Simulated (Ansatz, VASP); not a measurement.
**InAs in VASP and in Ansatz**

Contents of INCAR:

```
SYSTEM = InAs
PREC = Accurate
ENCUT = 520
EDIFF = 1E-7
ISMEAR = -1
SIGMA = 0.05
LREAL = .False.
LASPH = .True.
NELM = 60
ALGO = Normal
ISIF = 2
LWAVE = .False.
LCHARG = .False.
GGA = PE
NBANDS = 16
```

File KPOINTS:

```
regular mesh
0
Gamma
  8 8 8
  0 0 0
```

Contents of POSCAR:

```
InAs
1.0
    0.0000000000      2.8185670290      2.8185670290
    2.8185670290      0.0000000000      2.8185670290
    2.8185670290      2.8185670290      0.0000000000
In As
1 1
Direct
    0.5000000000      0.5000000000      0.5000000000
    0.0000000000      0.0000000000      0.0000000000
```

Contents of input.yaml:

```yaml
crystal:
  lattice:
    - [0.0, 2.818567029, 2.818567029]
    - [2.818567029, 0.0, 2.818567029]
    - [2.818567029, 2.818567029, 0.0]
  atoms:
    - { symbol: In, position: [0.5, 0.5, 0.5] }
    - { symbol: As, position: [0.0, 0.0, 0.0] }
hamiltonian:
  xc: pbe
  pseudopotentials: { kind: paw }
kpoints:
  mp_grid: { grid: [8, 8, 8] }
scf:
  occupations: { method: fermi_dirac, width: 0.05 }
output:
  forces: true
  stress: true
  eigenvalues: true
  write_density: true
  write_potential: true
  elf: true
  volumetric_format: npy
```

Change from the starting cell: volume scaled by 0.94.

Alike in both runs: task single point; functional PBE; k mesh 8 × 8 × 8; occupations fermi-dirac, width 0.05 eV; no spin polarisation.

|  | VASP | Ansatz |
| --- | --- | --- |
| version | VASP 6.6.1 | Ansatz 0.2.0 |
| potentials or method | VASP PAW PBE potentials, release 64 (In_d, As) | Ansatz PAW |
| plane-wave cutoff (eV) | 520 | 420 |
| valence electrons in the cell | 18 | 28 |

```tsv
	VASP	Ansatz	Ansatz less VASP
gap on the k mesh at the Fermi level (eV)	none	none	-
pressure (GPa)	4.4	4.3	-0.09
```

A gap of «none» marks a metal or a gap that the smearing closes. The two sets of potentials don't hold the same shells in valence.
